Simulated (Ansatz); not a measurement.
In CuCl (zinc blende type) the Cu atom of the primitive cell, with all its periodic images, is moved by 0.06 Å along [111].

```
CELL_PARAMETERS angstrom
0.00000 2.71000 2.71000
2.71000 0.00000 2.71000
2.71000 2.71000 0.00000
ATOMIC_POSITIONS crystal
Cu 0.00639 0.00639 0.00639
Cl 0.25000 0.25000 0.25000
```

Level of theory: PBE0, plane waves, all-electron PAW datasets generated for the crystal, point nucleus (Ansatz).

Cutoff 340 eV; exchange singularity: Wigner-Seitz; k-mesh 4×4×4 Γ-centred; Fermi–Dirac smearing of 0.05 eV; no spin polarisation.

What force results?

The force on it along the displacement is -0.1474 eV/Å, a force constant of 2.46 eV/Å². A one-sided step along [111] also holds the cubic anharmonicity.

```tsv
atom	Fx (eV/Å)	Fy (eV/Å)	Fz (eV/Å)
Cu1	-0.0851	-0.0851	-0.0851
Cl2	0.0851	0.0851	0.0851
```

The k-mesh is modest, so these values aren't fully converged in k.
